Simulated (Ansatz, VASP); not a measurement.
# Cross-check of Sn24SeO47 (Se_O) between VASP and Ansatz

Aim: how closely do two programs agree when they are given the same cell, functional and k mesh? Of the first pair: The structure shown is the start of the Ansatz relaxation below; VASP solves that cell, so the two are compared at the walk's first step.

Main program and level: Ansatz 0.2.0; plane waves, with VASP 6.6.1 beside it; r2SCAN.

**1. The structure**

The cell holds 72 atoms: 24 Sn, 47 O and 1 Se. Its edges and angles: a = 9.516 Å, b = 9.516 Å, c = 9.602 Å, α = 90.0°, β = 90.0°, γ = 90.0°. It derives from SnO2 (SnO2 (P4_2/mnm)). Nearest the centre at fractional (0.403, 0.597, 0.500): Se72 at 0.05 Å, Sn22 at 2.07 Å, Sn24 at 2.07 Å, Sn9 at 2.09 Å, O52 at 2.58 Å, O70 at 2.87 Å, O32 at 2.89 Å, O43 at 2.90 Å. The cell carries charge −1.

**2. Ansatz: relaxation, r2SCAN**

Ansatz runs on its PAW soft_1 files.

The two programs are compared at the cell with which this relaxation starts, whose forces are those of its first step.

File input.yaml:

```yaml
crystal:
  lattice:
    - [9.51550307, 0.0, 0.0]
    - [0.0, 9.51550307, 0.0]
    - [0.0, 0.0, 9.60204439]
  atoms:
    - { symbol: Sn, position: [0.25, 0.25, 0.16666667] }
    - { symbol: Sn, position: [0.0, 0.0, 0.0] }
    - { symbol: O, position: [0.09702862, 0.40297138, 0.16666667] }
    - { symbol: O, position: [0.40297138, 0.09702862, 0.16666667] }
    - { symbol: O, position: [0.15297138, 0.15297138, 0.0] }
    - { symbol: O, position: [0.34702862, 0.34702862, 0.0] }
    - { symbol: Sn, position: [0.25, 0.25, 0.5] }
    - { symbol: Sn, position: [0.0, 0.0, 0.33333333] }
    - { symbol: O, position: [0.09702862, 0.40297138, 0.5] }
    - { symbol: O, position: [0.40297138, 0.09702862, 0.5] }
    - { symbol: O, position: [0.15297138, 0.15297138, 0.33333333] }
    - { symbol: O, position: [0.34702862, 0.34702862, 0.33333333] }
    - { symbol: Sn, position: [0.25, 0.25, 0.83333333] }
    - { symbol: Sn, position: [0.0, 0.0, 0.66666667] }
    - { symbol: O, position: [0.09702862, 0.40297138, 0.83333333] }
    - { symbol: O, position: [0.40297138, 0.09702862, 0.83333333] }
    - { symbol: O, position: [0.15297138, 0.15297138, 0.66666667] }
    - { symbol: O, position: [0.34702862, 0.34702862, 0.66666667] }
    - { symbol: Sn, position: [0.25, 0.75, 0.16666667] }
    - { symbol: Sn, position: [0.0, 0.5, 0.0] }
    - { symbol: O, position: [0.09702862, 0.90297138, 0.16666667] }
    - { symbol: O, position: [0.40297138, 0.59702862, 0.16666667] }
    - { symbol: O, position: [0.15297138, 0.65297138, 0.0] }
    - { symbol: O, position: [0.34702862, 0.84702862, 0.0] }
    - { symbol: Sn, position: [0.25, 0.75, 0.5] }
    - { symbol: Sn, position: [0.0, 0.5, 0.33333333] }
    - { symbol: O, position: [0.09702862, 0.90297138, 0.5] }
    - { symbol: Se, position: [0.40297138, 0.59702862, 0.5] }
    - { symbol: O, position: [0.15297138, 0.65297138, 0.33333333] }
    - { symbol: O, position: [0.34702862, 0.84702862, 0.33333333] }
    - { symbol: Sn, position: [0.25, 0.75, 0.83333333] }
    - { symbol: Sn, position: [0.0, 0.5, 0.66666667] }
    - { symbol: O, position: [0.09702862, 0.90297138, 0.83333333] }
    - { symbol: O, position: [0.40297138, 0.59702862, 0.83333333] }
    - { symbol: O, position: [0.15297138, 0.65297138, 0.66666667] }
    - { symbol: O, position: [0.34702862, 0.84702862, 0.66666667] }
    - { symbol: Sn, position: [0.75, 0.25, 0.16666667] }
    - { symbol: Sn, position: [0.5, 0.0, 0.0] }
    - { symbol: O, position: [0.59702862, 0.40297138, 0.16666667] }
    - { symbol: O, position: [0.90297138, 0.09702862, 0.16666667] }
    - { symbol: O, position: [0.65297138, 0.15297138, 0.0] }
    - { symbol: O, position: [0.84702862, 0.34702862, 0.0] }
    - { symbol: Sn, position: [0.75, 0.25, 0.5] }
    - { symbol: Sn, position: [0.5, 0.0, 0.33333333] }
    - { symbol: O, position: [0.59702862, 0.40297138, 0.5] }
    - { symbol: O, position: [0.90297138, 0.09702862, 0.5] }
    - { symbol: O, position: [0.65297138, 0.15297138, 0.33333333] }
    - { symbol: O, position: [0.84702862, 0.34702862, 0.33333333] }
    - { symbol: Sn, position: [0.75, 0.25, 0.83333333] }
    - { symbol: Sn, position: [0.5, 0.0, 0.66666667] }
    - { symbol: O, position: [0.59702862, 0.40297138, 0.83333333] }
    - { symbol: O, position: [0.90297138, 0.09702862, 0.83333333] }
    - { symbol: O, position: [0.65297138, 0.15297138, 0.66666667] }
    - { symbol: O, position: [0.84702862, 0.34702862, 0.66666667] }
    - { symbol: Sn, position: [0.75, 0.75, 0.16666667] }
    - { symbol: Sn, position: [0.5, 0.5, 0.0] }
    - { symbol: O, position: [0.59702862, 0.90297138, 0.16666667] }
    - { symbol: O, position: [0.90297138, 0.59702862, 0.16666667] }
    - { symbol: O, position: [0.65297138, 0.65297138, 0.0] }
    - { symbol: O, position: [0.84702862, 0.84702862, 0.0] }
    - { symbol: Sn, position: [0.75, 0.75, 0.5] }
    - { symbol: Sn, position: [0.5, 0.5, 0.33333333] }
    - { symbol: O, position: [0.59702862, 0.90297138, 0.5] }
    - { symbol: O, position: [0.90297138, 0.59702862, 0.5] }
    - { symbol: O, position: [0.65297138, 0.65297138, 0.33333333] }
    - { symbol: O, position: [0.84702862, 0.84702862, 0.33333333] }
    - { symbol: Sn, position: [0.75, 0.75, 0.83333333] }
    - { symbol: Sn, position: [0.5, 0.5, 0.66666667] }
    - { symbol: O, position: [0.59702862, 0.90297138, 0.83333333] }
    - { symbol: O, position: [0.90297138, 0.59702862, 0.83333333] }
    - { symbol: O, position: [0.65297138, 0.65297138, 0.66666667] }
    - { symbol: O, position: [0.84702862, 0.84702862, 0.66666667] }
  host:
    repeats: [2, 2, 3]
    atoms:
      - { symbol: Sn, position: [0.5, 0.5, 0.5] }
      - { symbol: Sn, position: [0.0, 0.0, 0.0] }
      - { symbol: O, position: [0.19405723, 0.80594277, 0.5] }
      - { symbol: O, position: [0.80594277, 0.19405723, 0.5] }
      - { symbol: O, position: [0.30594277, 0.30594277, 0.0] }
      - { symbol: O, position: [0.69405723, 0.69405723, 0.0] }
total_charge: -1
basis:
  ecutwfc: 500
  xc_grid: 2
hamiltonian:
  xc: r2scan
  pseudopotentials: { kind: paw, azcp: { folder: soft_1 } }
kpoints:
  mp_grid: { grid: [1, 1, 1], shift: [0.25, 0.25, 0.25] }
magnetization:
  spin_polarized: true
  initial_magnetization: 1
  spin_locking: { lock_magnetization: hard }
scf:
  occupations: { method: fixed }
  max_iter: 100
output:
  forces: true
  charged_corrections:
    epsilon: [4.6, 4.6, 4.91]
    static_epsilon: [13.48, 13.48, 10.42]
    defect_position: [0.402971, 0.597029, 0.5]
relax:
  f_tol: 0.02
  max_steps: 80
  random_displacement: { amplitude: 0.05, seed: 2843 }
checkpoint:
  write: "../qm1_M1.relax.run"
  compress: false
  write_wavefunctions: true
  write_every: 100000
```

Run with:

```sh
> ansatz run input.yaml --threads 4 --pin off --max-ram 15073MiB --backend cpu --events-out ev --progress --plain --runs-dir out
```

Numbers of over 12 decimals in the logs are rounded to 6 here.

The program printed:

```text
Warning: This run holds its total moment fixed (magnetization.spin_locking.lock_magnetization: hard) and mixes its density by anderson or broyden (scf.mixing.algorithm, typed or taken by auto). Slabs with a fixed moment have converged under broyden above another state at the same moment, at the default mixing steps and at smaller ones, and under scf.lower_state_search: standard, light or off a state that such a mixer [...]
Engine: ansatz 0.2.0, x86_64-unknown-linux-gnu
Pseudopotentials: kind: paw
Pseudopotential: Sn, paw, valence charge 14, recommended cutoff 500 eV (meta_gga), soft_1/Sn.paw.azcp
Pseudopotential: O, paw, valence charge 6, recommended cutoff 500 eV (meta_gga), soft_1/O.paw.azcp
Pseudopotential: Se, paw, valence charge 16, recommended cutoff 500 eV (meta_gga), soft_1/Se.paw.azcp
Functional definition: r2SCAN
  parameter k0 = 0.174
  parameter k1 = 0.065
  parameter a1 = 4.9479
  exchange = r2scan_x(k0 = k0, k1 = k1, a1 = a1)
  correlation = r2scan_c
Crystal: 72 atoms, lattice volume = 869.415 Å³
Basis set: ecut = 500 eV, 22119 PW (Γ), exchange–correlation on 144×144×144 points (8 copies of the dense FFT grid, shifted against one another)
Bands: 390, of which v1, the nominal top of the filled ones, is band 318 counted from 1 (317 counted from 0)
Symmetry: 1 space group operations
k-points: 1
Non-local potential: Sn, projectors of the file, l = 0: 2, l = 1: 2, l = 2: 2, l = 3: 1
Non-local potential: O, projectors of the file, l = 0: 2, l = 1: 2, l = 2: 1
Non-local potential: Se, projectors of the file, l = 0: 2, l = 1: 2, l = 2: 3, l = 3: 1
PAW form: soft (Blöchl's): semilocal exchange-correlation on the pseudo side does not see the compensation charge
PAW frozen core: Sn, regenerated for the run's functional (the file was generated under x = pbe(κ = 0.804, μ = 0.219515), c = pbe(β = 0.066725))
PAW frozen core: O, regenerated for the run's functional (the file was generated under x = pbe(κ = 0.804, μ = 0.219515), c = pbe(β = 0.066725))
PAW frozen core: Se, regenerated for the run's functional (the file was generated under x = pbe(κ = 0.804, μ = 0.219515), c = pbe(β = 0.066725))
PAW one-centre angular grid: Sn, 590 points (default); XC on 160 Gauss nodes
PAW one-centre angular grid: O, 302 points (default); XC on 160 Gauss nodes
PAW one-centre angular grid: Se, 590 points (default); XC on 160 Gauss nodes
Initial density: superposition of atomic densities (chi_scale 0.1, normalization cell, long waves kept (reshape's long-wave potential 0.37 eV rms))
Starting moments: Σ|m| = 1 μB on 72 of 72 sites
Initial wavefunctions: pseudopotential atomic-orbital guess
Functional: x = r2scan, c = r2scan; τ floored in thin density (d = 2e-4 eV/Å³)
SCF iter   1: F=—  HF=-177120.591890 eV  |F-HF|=—  |Δ(HF+E_count)|=         —  Δρ=4.05e-2 (↑3.95e-2 ↓4.05e-2)  dr2=4.65e1  dr2_τ=1.52e0  dr2_m=5.45e-3  M=1.000 μB ∫|m|=1.015 μB  β_m=1.20  ethr=3.10e-3  ⟨swp⟩=4.0  Hψ=2650  notcnv=0  defer=138
preconditioner: auto → Resta (q_TF=auto, 2.589 Å⁻¹)  ε∞=3.2  [insulator: Δε(μ)=1.474 eV  Ē_g=21.080 eV  n_scr=250 (ndim 8)  ℏωp=31.5 eV  f_vac=0.000  ε∞_Penn≈3.2]
spin=Collinear: Resta preconditioning applied to the charge; magnetization (m = ρ↑ − ρ↓) channel mixes plain (no charge-response kernel on spin).
SCF iter   2: F=—  HF=-177117.639574 eV  |F-HF|=—  |Δ(HF+E_count)|=    2.95e0  Δρ=2.64e-2 (↑2.64e-2 ↓2.63e-2)  dr2=1.82e1  dr2_τ=1.20e-1  dr2_m=1.01e-4  M=1.000 μB ∫|m|=1.061 μB  β_m=1.20  ethr=3.10e-3  ⟨swp⟩=3.0  Hψ=1494  notcnv=0  defer=137  κ⁻¹=1.0e0(r=1)
SCF iter   3: F=—  HF=-177117.876699 eV  |F-HF|=—  |Δ(HF+E_count)|=   2.37e-1  Δρ=1.31e-2 (↑1.30e-2 ↓1.31e-2)  dr2=3.14e0  dr2_τ=4.23e-2  dr2_m=1.22e-4  M=1.000 μB ∫|m|=1.076 μB  β_m=1.20  ethr=2.87e-3  ⟨swp⟩=2.0  Hψ=890  notcnv=0  defer=138  κ⁻¹=8.9e-2(r=2)
SCF iter   4: F=—  HF=-177118.188331 eV  |F-HF|=—  |Δ(HF+E_count)|=   3.12e-1  Δρ=6.34e-3 (↑6.34e-3 ↓6.27e-3)  dr2=5.71e-1  dr2_τ=1.53e-2  dr2_m=5.94e-5  M=1.000 μB ∫|m|=1.078 μB  β_m=1.20  ethr=4.95e-4  ⟨swp⟩=3.0  Hψ=1276  notcnv=0  defer=141  κ⁻¹=1.3e-2(r=3)
SCF iter   5: F=—  HF=-177118.285970 eV  |F-HF|=—  |Δ(HF+E_count)|=   9.76e-2  Δρ=1.36e-3 (↑1.36e-3 ↓1.34e-3)  dr2=4.33e-2  dr2_τ=7.21e-4  dr2_m=3.73e-5  M=1.000 μB ∫|m|=1.078 μB  β_m=1.20  ethr=9.00e-5  ⟨swp⟩=3.0  Hψ=1488  notcnv=0  defer=141  κ⁻¹=4.8e-4(r=4)
[...]
--- Relaxed structure (8 steps of the walk, 8 accepted, 0 SCFs on fresh bases) ---
  F+E_penalty+E_count = -177125.03433549 eV   max|allowed force component| = 7.609e-3 eV/Å
  atoms:
    - { symbol: Sn, position: [0.250067, 0.248181, 0.165610] }
    - { symbol: Sn, position: [0.00170345, -0.00266447, -0.00026601] }
    - { symbol: O, position: [0.097780, 0.400828, 0.167645] }
    - { symbol: O, position: [0.406190, 0.099963, 0.163683] }
    - { symbol: O, position: [0.153335, 0.150692, -0.000362984] }
    - { symbol: O, position: [0.343469, 0.350299, -0.000197377] }
    - { symbol: Sn, position: [0.248411, 0.249358, 0.499723] }
    - { symbol: Sn, position: [-0.00683418, 0.0058294, 0.329050] }
    - { symbol: O, position: [0.097666, 0.403732, 0.499708] }
    - { symbol: O, position: [0.403856, 0.099899, 0.499734] }
    - { symbol: O, position: [0.150942, 0.152665, 0.332422] }
    - { symbol: O, position: [0.348197, 0.343536, 0.332000] }
    - { symbol: Sn, position: [0.249985, 0.248115, 0.833851] }
    - { symbol: Sn, position: [-0.00685759, 0.00578938, 0.670426] }
    - { symbol: O, position: [0.097779, 0.400844, 0.831766] }
    - { symbol: O, position: [0.406045, 0.099862, 0.835837] }
    - { symbol: O, position: [0.150905, 0.152647, 0.666752] }
    - { symbol: O, position: [0.348208, 0.343380, 0.667754] }
    - { symbol: Sn, position: [0.249838, 0.751180, 0.166855] }
    - { symbol: Sn, position: [0.00394667, 0.498208, -0.000291006] }
    - { symbol: O, position: [0.092208, 0.901438, 0.166555] }
    - { symbol: O, position: [0.405099, 0.598289, 0.167512] }
    - { symbol: O, position: [0.156841, 0.651305, -0.000433712] }
    - { symbol: O, position: [0.344952, 0.848814, -0.000114761] }
    - { symbol: Sn, position: [0.215546, 0.765519, 0.499691] }
    - { symbol: Sn, position: [-0.00282489, 0.498708, 0.331727] }
    - { symbol: O, position: [0.078987, 0.913950, 0.499749] }
    - { symbol: Se, position: [0.436584, 0.648852, 0.499720] }
    - { symbol: O, position: [0.143984, 0.656672, 0.329360] }
    - { symbol: O, position: [0.328697, 0.864725, 0.330483] }
    - { symbol: Sn, position: [0.249886, 0.751198, 0.832602] }
    - { symbol: Sn, position: [-0.0028336, 0.498742, 0.667717] }
    - { symbol: O, position: [0.092239, 0.901445, 0.832920] }
    - { symbol: O, position: [0.405184, 0.598352, 0.831994] }
    - { symbol: O, position: [0.143902, 0.656754, 0.669861] }
    - { symbol: O, position: [0.328883, 0.864637, 0.669228] }
    - { symbol: Sn, position: [0.751430, 0.247546, 0.163975] }
    - { symbol: Sn, position: [0.501493, -0.00314254, -0.000235841] }
    - { symbol: O, position: [0.596922, 0.395438, 0.155462] }
[...]
- { symbol: Sn, position: [0.748946, 0.245429, 0.499712] }
    - { symbol: Sn, position: [0.497007, 0.000239806, 0.332489] }
[...]
- { symbol: Sn, position: [0.751477, 0.247593, 0.835471] }
    - { symbol: Sn, position: [0.497021, 0.00032616, 0.667042] }
[...]
- { symbol: Sn, position: [0.752619, 0.748615, 0.165495] }
    - { symbol: Sn, position: [0.494536, 0.505499, -0.000256911] }
[...]
- { symbol: Sn, position: [0.750332, 0.747843, 0.499736] }
    - { symbol: Sn, position: [0.511925, 0.483404, 0.322499] }
    - { symbol: O, position: [0.601921, 0.908528, 0.499793] }
    - { symbol: O, position: [0.909003, 0.600686, 0.499727] }
    - { symbol: O, position: [0.674045, 0.636479, 0.327050] }
    - { symbol: O, position: [0.844415, 0.850585, 0.332699] }
    - { symbol: Sn, position: [0.752523, 0.748625, 0.833989] }
    - { symbol: Sn, position: [0.511837, 0.483318, 0.676984] }
    - { symbol: O, position: [0.592645, 0.896269, 0.830825] }
    - { symbol: O, position: [0.906867, 0.597225, 0.836962] }
    - { symbol: O, position: [0.673869, 0.636576, 0.672157] }
    - { symbol: O, position: [0.844445, 0.850524, 0.667083] }
```

(Continued in part 2 of 2.)

[Lines on the potential files, build, host, timing and source positions are cut from VASP's logs without a mark.]

[Logs are printed without paths, hosts, clocks, repeated set-up lines and the standing remarks that a program may print on its own settings, such as how far it seeks lower states.]

[Hosts, paths, dates, database ids (printed as entryN), source tags and the programs' standing remarks are cut or masked in the printed files.]
